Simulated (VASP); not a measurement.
AlN:

```xyz
4
Lattice="3.1131 0.0000 0.0000 -1.5566 2.6960 0.0000 0.0000 0.0000 4.9818" Properties=species:S:1:pos:R:3 pbc="T T T"
Al    0.0000    1.7974    4.9768
Al    1.5566    0.8987    2.4859
N     0.0000    1.7974    1.8981
N     1.5566    0.8987    4.3890
```

Program: VASP 6.6.1. Alike in all runs: task band structure; no spin polarisation; cell as given; k mesh 12 × 12 × 6; cutoff (eV) 520; smearing gaussian 0.03 eV.

**Question.** Order these runs on this cell by their band gap on the k mesh, lowest first.
A. level TB-mBJ; potentials or basis VASP PAW PBE potentials, release 64 (Al, N)
B. level LDA; potentials or basis VASP PAW LDA potentials, release 64 (Al, N)
C. level r2SCAN; potentials or basis VASP PAW PBE potentials, release 64 (Al, N)

**Answer.** B (4.21 eV), C (4.87 eV), A (5.35 eV).

